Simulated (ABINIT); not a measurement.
# Quasiparticle gap of InP (F-43m) in ABINIT, part 2 of 3

Wanted: ground state, empty states, screening and self-energy for InP (F-43m).

ABINIT 10.8.3; PBE and many-body steps on it, plane waves. Known limits of the many-body steps: not at the basis limit; mesh may overstate the screening; no spin-orbit coupling; coarse k mesh.

So far. Step 2 (Ground state): The gap is direct, at Γ.

## Step 3: Bands along the symmetry lines

Level of this step: DFT, PBE, plane waves, norm-conserving pseudopotentials (ABINIT).

The cheap functional maps the bands first; the places of the edges decide which points the dearer methods must see.

File run.abi:

```
acell 3*1.0 Angstrom
rprim 
  -0.000000000000 2.934350000000 2.934350000000
  2.934350000000 -0.000000000000 2.934350000000
  2.934350000000 2.934350000000 -0.000000000000
ntypat 2
znucl 49 15
natom 2
typat 1 2
xred 
  0.000000000000 0.000000000000 0.000000000000
  0.250000000000 0.250000000000 0.250000000000
pp_dirpath "pseudos"
pseudos "In.upf, P.upf"
ecut 33
iscf -2
irdden 1
kptopt 0
nkpt 50
kpt 
  0.00000000 0.00000000 0.00000000
  -0.06250000 -0.06250000 0.00000000
  -0.12500000 -0.12500000 0.00000000
  -0.18750000 -0.18750000 0.00000000
  -0.25000000 -0.25000000 0.00000000
  -0.31250000 -0.31250000 0.00000000
  -0.37500000 -0.37500000 0.00000000
  -0.43750000 -0.43750000 0.00000000
  -0.50000000 -0.50000000 0.00000000
  -0.48437500 -0.48437500 0.03125000
  -0.46875000 -0.46875000 0.06250000
  -0.45312500 -0.45312500 0.09375000
  -0.43750000 -0.43750000 0.12500000
  -0.42187500 -0.42187500 0.15625000
  -0.40625000 -0.40625000 0.18750000
  -0.39062500 -0.39062500 0.21875000
  -0.37500000 -0.37500000 0.25000000
  -0.37500000 0.00000000 0.37500000
  -0.32812500 0.00000000 0.32812500
  -0.28125000 0.00000000 0.28125000
  -0.23437500 0.00000000 0.23437500
  -0.18750000 0.00000000 0.18750000
  -0.14062500 0.00000000 0.14062500
  -0.09375000 0.00000000 0.09375000
  -0.04687500 0.00000000 0.04687500
  0.00000000 0.00000000 0.00000000
  0.00000000 0.00000000 0.06250000
  0.00000000 0.00000000 0.12500000
  0.00000000 0.00000000 0.18750000
  0.00000000 0.00000000 0.25000000
  0.00000000 0.00000000 0.31250000
  0.00000000 0.00000000 0.37500000
  0.00000000 0.00000000 0.43750000
  -0.00000000 -0.00000000 0.50000000
  -0.06250000 -0.03125000 0.46875000
  -0.12500000 -0.06250000 0.43750000
  -0.18750000 -0.09375000 0.40625000
  -0.25000000 -0.12500000 0.37500000
  -0.31250000 -0.15625000 0.34375000
  -0.37500000 -0.18750000 0.31250000
  -0.43750000 -0.21875000 0.28125000
  -0.50000000 -0.25000000 0.25000000
  -0.50000000 -0.28125000 0.21875000
  -0.50000000 -0.31250000 0.18750000
  -0.50000000 -0.34375000 0.15625000
  -0.50000000 -0.37500000 0.12500000
  -0.50000000 -0.40625000 0.09375000
  -0.50000000 -0.43750000 0.06250000
  -0.50000000 -0.46875000 0.03125000
  -0.50000000 -0.50000000 0.00000000
istwfk *1
nband 23
nbdbuf 5
tolwfr 1e-07
nstep 50
prtwf 0
prtvol 0
indata_prefix "in"
outdata_prefix "out"
tmpdata_prefix "tmp"
```

Started as:

```bash
> OMP_NUM_THREADS=1 mpirun -n 8 abinit run.abi > log
```

Numbers of over 12 decimals in the logs are rounded to 6 here.

Log:

```text
.Version 10.8.3 of ABINIT. v10.8.2 released Aug 2026.

 Symmetries : space group F-4 3 m (#216); Bravais cF (face-center cubic)
[... echo of the input left out ...]
== DATASET  1 ==================================================================
-   mpi_nproc: 8, omp_nthreads: 1 (-1 if OMP is not activated)

--- !DatasetInfo
iteration_state: {dtset: 1, }
dimensions: {natom: 2, nkpt: 50, mband: 23, nsppol: 1, nspinor: 1, nspden: 1, mpw: 3119, }
cutoff_energies: {ecut:  33.0, pawecutdg:  -1.0, }
electrons: {nelect:   2.60000000E+01, charge:   0.00000000E+00, occopt:   1.00000000E+00, tsmear:   1.00000000E-02, }

 Real(R)+Recip(G) space primitive vectors, cartesian coordinates (Bohr,Bohr^-1):
 R(1)=  0.0000000  5.5451179  5.5451179  G(1)= -0.0901694  0.0901694  0.0901694
 R(2)=  5.5451179  0.0000000  5.5451179  G(2)=  0.0901694 -0.0901694  0.0901694
 R(3)=  5.5451179  5.5451179  0.0000000  G(3)=  0.0901694  0.0901694 -0.0901694
 Unit cell volume ucvol=  3.4100625E+02 bohr^3
 Angles (23,13,12)=  6.00000000E+01  6.00000000E+01  6.00000000E+01 degrees

 getcut: wavevector=  0.0000  0.0000  0.0000  ngfft=  45  45  45
         ecut(hartree)=     33.000   => boxcut(ratio)=   2.16973

--- Pseudopotential description ------------------------------------------------
- In Generated using ONCVPSP code by D. R. Hamann
- 49.00000  21.00000  171031                  znucl, zion, pspdat
12 -101130 2 -1 1964                          pspcod,pspxc,lmax,lloc,mmax
     nproj     2     2     2
  pspatm : epsatm=   33.77322108
         --- l  ekb(1:nproj) -->
             0    8.444792   -0.551410
             1    2.489821   -1.164509
             2   -3.311344   -0.947824
 pspatm: atomic psp has been read  and splines computed

- P Generated using ONCVPSP code by D. R. Hamann
- 15.00000   5.00000  171031                  znucl, zion, pspdat
12 -101130 2 -1 1298                          pspcod,pspxc,lmax,lloc,mmax
     nproj     2     2     2
  pspatm : epsatm=    8.05910421
         --- l  ekb(1:nproj) -->
[...]
pspatm: atomic psp has been read  and splines computed

--------------------------------------------------------------------------------

================================================================================
 prteigrs : about to open file out_EIG
 Non-SCF case, kpt    1 (  0.00000  0.00000  0.00000), residuals and eigenvalues=
  2.41E-08  1.18E-08  1.89E-08  3.51E-08  9.68E-09  1.70E-08  2.39E-08  3.11E-08
  8.00E-08  6.46E-08  2.37E-08  6.58E-08  4.55E-08  6.04E-08  2.99E-08  4.12E-08
  8.64E-08  2.98E-08  2.67E-08  2.35E-08  4.63E-08  7.42E-08  4.76E-08
 -4.0473E+00 -2.5212E+00 -2.5212E+00 -2.5212E+00 -3.4094E-01 -3.4094E-01
 -3.4094E-01 -3.3551E-01 -3.3551E-01 -2.4140E-01  1.8090E-01  1.8090E-01
  1.8090E-01  2.0616E-01  3.3111E-01  3.3111E-01  3.3111E-01  4.9603E-01
  5.2661E-01  5.2661E-01  5.9319E-01  5.9319E-01  5.9319E-01
[...]
5.3197E-01  5.3968E-01  6.1238E-01  6.1238E-01  6.2453E-01
[...]
Non-SCF case, kpt   49 ( -0.50000 -0.46875  0.03125), residuals and eigenvalues=
[...]
5.7960E-01  6.1383E-01  6.1492E-01  6.8154E-01  7.6588E-01
 Non-SCF case, kpt   50 ( -0.50000 -0.50000  0.00000), residuals and eigenvalues=
[...]
-3.3712E-01 -3.3712E-01 -3.3416E-01 -1.5473E-01 -2.9791E-02  9.6122E-02
  9.6122E-02  2.4583E-01  2.6424E-01  5.1911E-01  5.3215E-01  5.3215E-01
  5.7691E-01  6.1404E-01  6.1404E-01  6.7602E-01  7.7036E-01

--- !ResultsGS
iteration_state: {dtset: 1, }
comment   : Summary of ground state results
lattice_vectors:
- [ -0.0000000,   5.5451179,   5.5451179, ]
- [  5.5451179,  -0.0000000,   5.5451179, ]
- [  5.5451179,   5.5451179,  -0.0000000, ]
lattice_lengths: [   7.84198,    7.84198,    7.84198, ]
lattice_angles: [ 60.000,  60.000,  60.000, ] # degrees, (23, 13, 12)
lattice_volume:   3.4100625E+02
convergence: {deltae:  0.000E+00, res2:  0.000E+00, residm:  9.975E-08, diffor:  0.000E+00, }
etotal    :  -2.06381893E+02
entropy   :   0.00000000E+00
fermie    :   1.80897190E-01
cartesian_stress_tensor: null
pressure_GPa: null
xred      :
- [  0.0000E+00,   0.0000E+00,   0.0000E+00, In]
- [  2.5000E-01,   2.5000E-01,   2.5000E-01,  P]
cartesian_forces: null
force_length_stats: {min: null, max: null, mean: null, }

 Integrated electronic density in atomic spheres:
 ------------------------------------------------
 Atom  Sphere_radius  Integrated_density
[...]
================================================================================

 ----iterations are completed or convergence reached----

 Mean square residual over all n,k,spin=   41.528E-09; max=  99.749E-09
 reduced coordinates (array xred) for    2 atoms
       0.000000000000      0.000000000000      0.000000000000
       0.250000000000      0.250000000000      0.250000000000

 cartesian coordinates (angstrom) at end:
    1      0.000000     0.000000     0.000000
    2      1.467175     1.467175     1.467175
 length scales=  1.889726125908  1.889726125908  1.889726125908 bohr
              =  1.000000000000  1.000000000000  1.000000000000 angstroms
 prteigrs : about to open file out_EIG
 Eigenvalues (hartree) for nkpt=  50  k points:
 kpt#   1, nband= 23, wtk=  1.00000, kpt=  0.0000  0.0000  0.0000 (reduced coord)
[...]
kpt#   2, nband= 23, wtk=  1.00000, kpt= -0.0625 -0.0625  0.0000 (reduced coord)
[...]
kpt#   3, nband= 23, wtk=  1.00000, kpt= -0.1250 -0.1250  0.0000 (reduced coord)
[...]
kpt#  49, nband= 23, wtk=  1.00000, kpt= -0.5000 -0.4687  0.0313 (reduced coord)
[...]
0.52476    0.53621    0.57960    0.61383    0.61492    0.68154    0.76588
 kpt#  50, nband= 23, wtk=  1.00000, kpt= -0.5000 -0.5000  0.0000 (reduced coord)
  -4.04727   -2.52125   -2.52125   -2.52125   -0.34750   -0.33725   -0.33712   -0.33712
  -0.33416   -0.15473   -0.02979    0.09612    0.09612    0.24583    0.26424    0.51911
   0.53215    0.53215    0.57691    0.61404    0.61404    0.67602    0.77036

== END DATASET(S) ==============================================================
================================================================================

 -outvars: echo values of variables after computation  --------
            nband          23
             nkpt          50
          spgroup         216
 [... the other variables as echoed above ...]

 Calculation completed.
```

It took 8.5 s on 8 MPI ranks of AMD EPYC 7B13 (Zen 3), shared host; peak memory 0.61 GiB; 66 s of CPU time.

Numbers from this step:

```yaml
gap: 0.6874 eV
k_of_the_valence_top: 0, 0, 0
k_of_the_conduction_bottom: 0, 0, 0
least_direct_gap: 0.6874 eV
```

The gap is 0.687 eV, as in the run before at this level.

The electronic bands at the labelled points (eV, zero at the top of the highest filled band):

| point | band 10 | band 11 | band 12 | band 13 | band 14 | band 15 | band 16 | band 17 |
| --- | --- | --- | --- | --- | --- | --- | --- | --- |
| Γ | -11.49 | 0.00 | 0.00 | 0.00 | 0.69 | 4.09 | 4.09 | 4.09 |
| halfway | -10.60 | -3.33 | -1.40 | -1.40 | 2.49 | 3.12 | 6.37 | 6.37 |
| X | -9.13 | -5.73 | -2.31 | -2.31 | 1.77 | 2.27 | 9.20 | 9.56 |
| halfway | -9.12 | -5.69 | -2.73 | -2.21 | 2.04 | 2.87 | 8.38 | 8.69 |
| U | -9.15 | -5.59 | -3.29 | -1.93 | 2.36 | 4.39 | 7.50 | 7.53 |
| jump to K | -9.15 | -5.59 | -3.29 | -1.93 | 2.36 | 4.39 | 7.50 | 7.53 |
| halfway | -10.51 | -3.79 | -2.00 | -0.57 | 2.82 | 4.69 | 4.99 | 5.21 |
| Γ | -11.49 | 0.00 | 0.00 | 0.00 | 0.69 | 4.09 | 4.09 | 4.09 |
| halfway | -10.82 | -3.43 | -0.55 | -0.55 | 1.78 | 4.79 | 4.79 | 5.32 |
| L | -9.78 | -5.71 | -0.97 | -0.97 | 1.49 | 4.80 | 4.80 | 7.11 |
| halfway | -9.47 | -5.53 | -2.68 | -1.62 | 3.16 | 4.19 | 5.87 | 7.21 |
| W | -9.06 | -5.58 | -2.94 | -2.89 | 4.29 | 4.37 | 5.56 | 6.21 |
| halfway | -9.10 | -5.66 | -2.64 | -2.63 | 2.69 | 3.10 | 7.65 | 7.73 |
| X | -9.13 | -5.73 | -2.31 | -2.31 | 1.77 | 2.27 | 9.20 | 9.56 |

The electronic bands as a text plot (rows in eV, shown from -8.0 to 6.7 only):

```
    6.4 |     ++            ++                 +         ++++
    5.8 |    +              ++               ++      +++++++
    5.2 |                  ++++++++++       +++   +++
    4.5 | +++             +     ++++++   ++++  +++++++  +++
    3.9 |++              +         ++++++             ++++ ++
    3.3 |  ++ ++        +                             ++    ++
    2.7 |    ++++++    +   ++++++++                  +       +++
    2.1 |  ++   +++++++++++        ++      +        +         +++
    1.5 | +          +               +   ++ ++++++++
    0.9 |+                            +++
    0.3 |*                           ***
   -0.4 | ***                   ******  *****
   -1.0 |    *              ****     *       ********
   -1.6 |  ** ****         *     ****    **         ***
   -2.2 |    *    *********     *                    * **      **
   -2.8 |              **     ** **        *          ** ******
   -3.4 |     **         *****              *           **
   -4.0 |       **              *            **
   -4.6 |         *           **
   -5.2 |          **      ***                 **     ***
   -5.9 |            ******                      *****   ********
   -6.5 |
   -7.1 |
   -7.7 |
         Γ           X  U|K            Γ         L        W     X
```

## Step 4: Empty states on the mesh, 4×4×4 mesh, 395 bands

The sums over transitions need many empty states on a uniform mesh; this step solves for them.

File run.abi:

```
acell 3*1.0 Angstrom
rprim 
  -0.000000000000 2.934350000000 2.934350000000
  2.934350000000 -0.000000000000 2.934350000000
  2.934350000000 2.934350000000 -0.000000000000
ntypat 2
znucl 49 15
natom 2
typat 1 2
xred 
  0.000000000000 0.000000000000 0.000000000000
  0.250000000000 0.250000000000 0.250000000000
pp_dirpath "pseudos"
pseudos "In.upf, P.upf"
ecut 33
ngkpt 4 4 4
nshiftk 1
shiftk 0 0 0
kptopt 1
chksymbreak 0
irdden 1
istwfk *1
nband 395
prtvol 0
optdriver 6
gwr_task "HDIAGO"
paral_kgb 0
occopt 1
indata_prefix "in"
outdata_prefix "out"
tmpdata_prefix "tmp"
```

Log:

```text
[banner, memory and clock lines left out]
.Version 10.8.3 of ABINIT. v10.8.2 released Aug 2026.

 Symmetries : space group F-4 3 m (#216); Bravais cF (face-center cubic)
[... echo of the input left out ...]
== DATASET  1 ==================================================================
-   mpi_nproc: 8, omp_nthreads: 1 (-1 if OMP is not activated)

--- !DatasetInfo
iteration_state: {dtset: 1, }
dimensions: {natom: 2, nkpt: 8, mband: 395, nsppol: 1, nspinor: 1, nspden: 1, mpw: 3119, }
cutoff_energies: {ecut:  33.0, pawecutdg:  -1.0, }
electrons: {nelect:   2.60000000E+01, charge:   0.00000000E+00, occopt:   1.00000000E+00, tsmear:   1.00000000E-02, }

.Using double precision arithmetic; gwpc =  8

- Reading GS density from: in_DEN

--- Pseudopotential description ------------------------------------------------
- In Generated using ONCVPSP code by D. R. Hamann
- 49.00000  21.00000  171031                  znucl, zion, pspdat
12 -101130 2 -1 1964                          pspcod,pspxc,lmax,lloc,mmax
     nproj     2     2     2
  pspatm : epsatm=   33.77322108
         --- l  ekb(1:nproj) -->
             0    8.444792   -0.551410
             1    2.489821   -1.164509
             2   -3.311344   -0.947824
 pspatm: atomic psp has been read  and splines computed

- P Generated using ONCVPSP code by D. R. Hamann
- 15.00000   5.00000  171031                  znucl, zion, pspdat
12 -101130 2 -1 1298                          pspcod,pspxc,lmax,lloc,mmax
     nproj     2     2     2
  pspatm : epsatm=    8.05910421
         --- l  ekb(1:nproj) -->
             0    6.598722    1.052341
             1    3.369366    0.884600
             2   -3.154982   -0.827415
 pspatm: atomic psp has been read  and splines computed

   1.08764046E+03                                ecore*ucvol(ha*bohr**3)

 Total charge density [el/Bohr^3]
)     Maximum=    2.8179E+00  at reduced coord.    0.0222    0.0667    0.9111
)     Minimum=    1.9877E-03  at reduced coord.    0.5111    0.4889    0.4889
   Integrated=    2.6000E+01

 === KS gaps after direct diagonalization ===
 Direct band gap semiconductor
 Fundamental gap:     0.688 (eV)
   VBM:     4.922 (eV) at k: [ 0.0000E+00,  0.0000E+00,  0.0000E+00]
   CBM:     5.610 (eV) at k: [ 0.0000E+00,  0.0000E+00,  0.0000E+00]
 Direct gap:         0.688 (eV) at k: [ 0.0000E+00,  0.0000E+00,  0.0000E+00]

== END DATASET(S) ==============================================================

 -outvars: echo values of variables after computation  --------
           etotal      0.0000000000E+00
            nband         395
             nkpt           8
          spgroup         216
 [... the other variables as echoed above ...]

 Calculation completed.
```

Wall time 19 s (8 MPI ranks); peak memory 4.7 GiB.

This step gave:

* gap: 0.6876 eV
* k of the valence top: 0, 0, 0
* k of the conduction bottom: 0, 0, 0
* least direct gap: 0.6876 eV
* k points computed: 8
* lowest point of the top converged band, above the valence top: 207.0237 eV

On this mesh the gap is 0.688 eV.

## Step 5: Screening, 4×4×4 mesh, 387 bands, screening to 359.2 eV

The RPA dielectric matrix is built and inverted for each q.

This step: RPA screening on PBE, plane waves, norm-conserving pseudopotentials.

Changes to run.abi since step 4:

```diff
@@ -20,10 +20,11 @@
 chksymbreak 0
-irdden 1
 istwfk *1
-nband 395
-prtvol 0
-optdriver 6
-gwr_task "HDIAGO"
-paral_kgb 0
 occopt 1
+irdwfk 1
+optdriver 3
+nband 387
+ecuteps 13.2
+inclvkb 2
+awtr 1
+symchi 1
 indata_prefix "in"
```

Log:

```text
.Version 10.8.3 of ABINIT. v10.8.2 released Aug 2026.

 Symmetries : space group F-4 3 m (#216); Bravais cF (face-center cubic)
[... echo of the input left out ...]
== DATASET  1 ==================================================================
-   mpi_nproc: 8, omp_nthreads: 1 (-1 if OMP is not activated)

--- !DatasetInfo
iteration_state: {dtset: 1, }
dimensions: {natom: 2, nkpt: 8, mband: 387, nsppol: 1, nspinor: 1, nspden: 1, mpw: 3119, }
cutoff_energies: {ecut:  33.0, pawecutdg:  -1.0, }
electrons: {nelect:   2.60000000E+01, charge:   0.00000000E+00, occopt:   1.00000000E+00, tsmear:   1.00000000E-02, }

 SCREENING: Calculation of the susceptibility and dielectric matrices

 Based on a program developped by R.W. Godby, V. Olevano, G. Onida, and L. Reining.
 Incorporated in ABINIT by V. Olevano, G.-M. Rignanese, and M. Torrent.
.Using double precision arithmetic ; gwpc =  8

[... cell and pseudopotentials left out ...]
--------------------------------------------------------------------------------

 ==== K-mesh for the wavefunctions ====
 Number of points in the irreducible wedge :     8
[... list of points left out ...]
 Together with 24 symmetry operations and time-reversal symmetry
 yields    64 points in the full Brillouin Zone.

 ==== Q-mesh for the screening function ====
 Number of points in the irreducible wedge :     8
[... list of points left out ...]
 Together with 24 symmetry operations and time-reversal symmetry
 yields    64 points in the full Brillouin Zone.

 setmesh: FFT mesh size selected  =    36x   36x   36
          total number of points  =        46656

 vcoul_init : cutoff-mode = AUXILIARY_FUNCTION
 q-points for optical limit:   1
     1)      0.000010    0.000020    0.000030

- screening: taking advantage of time-reversal symmetry
- Maximum band index for partially occupied states nbvw = 13
- Remaining bands to be divided among processors   nbcw = 374
- Number of bands treated by each node ~46

 Number of electrons calculated from density =   26.0000; Expected =   26.0000
 average of density, n =  0.076245
 r_s =    1.4630
 omega_plasma =   26.6355 [eV]

 calculating chi0 at frequencies [eV] :
  1    0.000000E+00    0.000000E+00
  2    0.000000E+00    2.663552E+01

--------------------------------------------------------------------------------
  q-point number  1        q = ( 0.000000, 0.000000, 0.000000) [r.l.u.]
--------------------------------------------------------------------------------
[... chi0 elements left out ...]
 For q-point:  0.000010 0.000020 0.000030
  dielectric constant =  47.1745
  dielectric constant without local fields =  49.8136

  Average fulfillment of the sum rule on Im[epsilon] for q-point    1 :     93.15  [%]
[... wings left out ...]
  q-point number  2        q = ( 0.250000, 0.000000, 0.000000) [r.l.u.]
--------------------------------------------------------------------------------
[... chi0 elements left out ...]
  Average fulfillment of the sum rule on Im[epsilon] for q-point    2 :     98.61  [%]

 [... 6 further q-points ...]
```

The job ended after 3 min (8 MPI ranks; peak memory 3.9 GiB; 24 min of CPU time).

This step gave:

* ε∞ with local fields, on this mesh, along the program's q direction: 47.17
* the same without local fields: 49.81
* plasma frequency: 26.64 eV
* plane waves in the screening matrix: 749

Local fields lower ε∞ by 5 %. On a Γ-centred mesh this coarse the value itself is usually too large, while a short band sum pulls it down.

(Continued in part 3 of 3.)

[Paths, hosts, dates, memory and timing lines, banners, echoed tables and standing remarks are left out of the program output.]

[Logs are printed without paths, hosts, clocks, repeated set-up lines and the standing remarks that a program may print on its own settings, such as how far it seeks lower states.]

[Runs of the session that timed out or met a known fault of the program may be left out.]

[Hosts, paths, dates, database ids (printed as entryN), source tags and the programs' standing remarks are cut or masked in the printed files.]

[G0W0 gaps are taken among the corrected bands and points alone; a level outside them can change the order at an edge.]

[Where Ansatz stands beside ABINIT at settings called matched, ABINIT's density can come from a denser mesh and the files from another edition; pairs whose starting gaps differed by over 0.03 eV were left out, so agreement reads better than it is.]
